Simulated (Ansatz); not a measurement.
Crystal: CdS (Hawleyite).

```
Cd S
1.0
     0.00000    2.91650    2.91650
     2.91650    0.00000    2.91650
     2.91650    2.91650    0.00000
Cd S
1 1
Cartesian
  0.0000 0.0000 0.0000
  4.3748 4.3748 4.3748
```

Program: Ansatz 0.2.0. Alike in all runs: potentials or basis Ansatz PAW; cell as given.

Order these runs on this cell by their band gap on the k mesh, lowest first.
A. level r2SCAN50; spin off; k mesh 4 × 4 × 4; cutoff (eV) 500; smearing fermi-dirac 0.05 eV; points for each segment of the path 4; mesh quality coarse
B. level PBE0; spin off; k mesh 6 × 6 × 6; cutoff (eV) 420; smearing fixed; level pbe0; run kind scf; mesh quality not flagged
C. level HSE06; spin SOC, no magnetisation; k mesh 4 × 4 × 4; cutoff (eV) 420; smearing fermi-dirac 0.05 eV; mesh quality coarse
D. level PBE+D4; spin SOC, no magnetisation; k mesh 8 × 8 × 8; cutoff (eV) 420; smearing fermi-dirac 0.1 eV; points for each segment of the path 14; mesh quality not flagged
E. level r2SCAN0; spin SOC, no magnetisation; k mesh 4 × 4 × 4; cutoff (eV) 500; smearing fermi-dirac 0.05 eV; mesh quality coarse

D (1.13 eV), C (2.15 eV), B (2.81 eV), E (3.09 eV), A (4.70 eV).

Caveats: some runs use coarse meshes.

A k mesh can miss the band edges.

Not every run made on this cell is shown here.
